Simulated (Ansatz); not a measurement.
## A series in volume per atom on ZrN

Results calculated with Ansatz 0.2.0, not measured. Periodic Kohn-Sham DFT of a crystal at fixed atoms; pressure and stress are positive in compression; the energy is the free energy less that of spherical unpolarised free atoms; site moments are those in the method's own spheres, positive along +z.

Cell of the first row (space group Fm-3m, No. 225):
```
cell vectors (Å)
   0.0000     2.2376     2.2376
   2.2376     0.0000     2.2376
   2.2376     2.2376     0.0000
atoms (fractions of the cell vectors)
Zr  0.00000  0.00000  0.00000
N   0.50000  0.50000  0.50000
```

Settings of every row: method all-electron LAPW; functional PBEsol; relativity scalar; k mesh 9x9x9; filling fermi-dirac; smearing width 0.01 eV; basis error target 0.25 meV/atom; nucleus gaussian.

Atom start moment: 0 on all atoms.

| row | volume per atom (Å³) | pressure (GPa) | energy less free atoms (eV/atom) |
| --- | --- | --- | --- |
| 1 | 11.203 | 15.391 | -10.1399 |
| 2 | 11.209 | 15.214 | -10.1404 |
| 3 | 11.442 | ? | ? |
| 4 | 11.561 | 5.577 | -10.163 |
| 5 | 11.68 | 2.641 | -10.166 |
| 6 | 11.918 | -2.778 | -10.1658 |
| 7 | 12.038 | -5.278 | -10.1628 |
| 8 | 12.157 | -7.647 | -10.158 |
| 9 | 12.276 | -9.892 | -10.1515 |
| 10 | 12.395 | -12.02 | -10.1433 |
| 11 | 12.634 | -15.946 | -10.1225 |

Question: what pressure and energy less free atoms should row 3 give?

Worked fit of pressure. Take u = (V_r/V)^(2/3) − 1 with V_r = 11.978 Å³ an atom, which is twice the finite (Eulerian) strain; such expansions in the strain, on which the Birch-Murnaghan equation of state is built, carry the rest volume and the bulk modulus. The shown rows have u = 0.0456, 0.04523, 0.0239, 0.01694, 0.00335, -0.00333, -0.00984, -0.01625, -0.02256, -0.03492. Least squares give pressure = −4.0435 + 376.796 × u + 1052.28 × u² + 680 × u³ GPa; a parabola predicts inner rows, each left out in turn, worse (root mean square 0.013 against 0.0071 GPa). The rows lie off it by 0.000, -0.001, 0.005, -0.004, -0.009, 0.009, 0.003, -0.001, -0.004, 0.001 (root mean square 0.0048 GPa). The pressure vanishes at u = 0.0104, or V = 11.79 Å³ an atom, and there the bulk modulus at fixed shape and fractions is B = −V dP/dV = (2/3)(1 + u) dP/du = 269 GPa. The withheld row has u = 0.03099, so the fit gives −4.0435 + 376.796 × (0.03099) + 1052.28 × (0.03099)² + 680 × (0.03099)³ = 8.664 GPa.

The calculation gave 8.674 GPa. The fit lies 0.010 GPa (0.032 % of the column's range) below it; its largest miss of a shown row is 0.009 GPa.

Worked fit of energy less free atoms. Take u = (V_r/V)^(2/3) − 1 with V_r = 11.978 Å³ an atom, which is twice the finite (Eulerian) strain; such expansions in the strain, on which the Birch-Murnaghan equation of state is built, carry the rest volume and the bulk modulus. The shown rows have u = 0.0456, 0.04523, 0.0239, 0.01694, 0.00335, -0.00333, -0.00984, -0.01625, -0.02256, -0.03492. Least squares give energy less free atoms = −10.16454 − 0.4542 × u + 21.63 × u² + 4.3 × u³ eV/atom; a parabola predicts inner rows, each left out in turn, worse (root mean square 8.2e-05 against 3.8e-05 eV/atom). All shown rows lie on it to the printed digit. Its lowest point lies at u = 0.0105, or V = 11.79 Å³ an atom, and the curvature there gives the bulk modulus at fixed shape and fractions, B = (4/9)(1 + u)² E″(u)/V = 268 GPa. The withheld row has u = 0.03099, so the fit gives −10.16454 − 0.4542 × (0.03099) + 21.63 × (0.03099)² + 4.3 × (0.03099)³ = -10.1577 eV/atom.

The calculation gave -10.1577 eV/atom. The fit meets it to the printed digit.
